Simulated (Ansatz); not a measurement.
## ZnTe in the zinc blende structure (space group F-43m, No. 216)

```cif
data_TeZn
_chemical_formula_sum 'Te1 Zn1'
_space_group_name_H-M_alt 'P 1'
_space_group_IT_number 1
_cell_length_a 4.36928
_cell_length_b 4.36928
_cell_length_c 4.36928
_cell_angle_alpha 60.000
_cell_angle_beta 60.000
_cell_angle_gamma 60.000
loop_
_space_group_symop_operation_xyz
  'x, y, z'
loop_
_atom_site_label
_atom_site_type_symbol
_atom_site_fract_x
_atom_site_fract_y
_atom_site_fract_z
_atom_site_occupancy
Te1 Te 0.75000 0.75000 0.75000 1
Zn1 Zn 0.00000 0.00000 0.00000 1
```

All numbers come from plane-wave PAW DFT at the PBE level (Ansatz, an electronic-structure program, 420 eV), no spin-orbit coupling. k-mesh 9×9×9 (Γ-centred); smearing 0.05 eV (Fermi–Dirac).

The volume per atom comes out as 29.49 Å³ and the density is 5.43 g/cm³. The band gap is 1.08 eV, direct at Γ and the electron mass comes out as 0.077 mₑ. The hole mass (degenerate bands, along [100]) is 0.078, 0.48, 0.48 mₑ, the lowest conduction-band minima above the VBM comes out as Γ 1.08 eV; L along ⟨111⟩ 1.74 eV; a point along ⟨100⟩, about 0.9 Å⁻¹ from Γ 2.28 eV and the total energy comes out as -5149.963 eV/atom (σ→0; compares only within this code and set-up).

With Te present, leaving out spin-orbit coupling can change the band edges. Effective masses come from finite differences of ±0.01 Å⁻¹. Whether these cells are dynamically stable was not tested.
